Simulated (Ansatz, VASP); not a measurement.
# Two plane-wave programs on HgSe

```
Hg Se
1.0
     0.00000    3.03600    3.03600
     3.03600    0.00000    3.03600
     3.03600    3.03600    0.00000
Hg Se
1 1
Direct
  0.00000 0.00000 0.00000
  0.75000 0.75000 0.75000
```

Alike in both runs: task single point; functional r2SCAN; k mesh 6 × 6 × 6; occupations gaussian, width 0.1 eV; no spin polarisation.

|  | VASP | Ansatz |
| --- | --- | --- |
| version | VASP 6.6.1 | Ansatz 0.2.0 |
| potentials or method | VASP PAW PBE potentials, release 64 (Hg, Se) | scalar-relativistic, plane waves, PAW |
| plane-wave cutoff (eV) | 520 | 500 |
| valence electrons in the cell | 18 | 36 |

Ansatz gave:

| Quantity | Value |
| --- | --- |
| gap on the k mesh at the Fermi level (eV) | none |
| pressure (GPa) | 3.2 |

Question: What did VASP give for the same quantities?

Answer: gap on the k mesh at the Fermi level (eV): none; pressure (GPa): 3.4.

A gap of «none» marks a metal or a gap that the smearing closes. With one functional, cell and mesh, what is left measures potentials, basis and numerics. The two sets of potentials don't hold the same shells in valence.

Caveats: the PAW data sets were made with another functional, which shifts forces and pressure a little (VASP). The runs have no spin-orbit coupling, so splittings on Hg are missing.
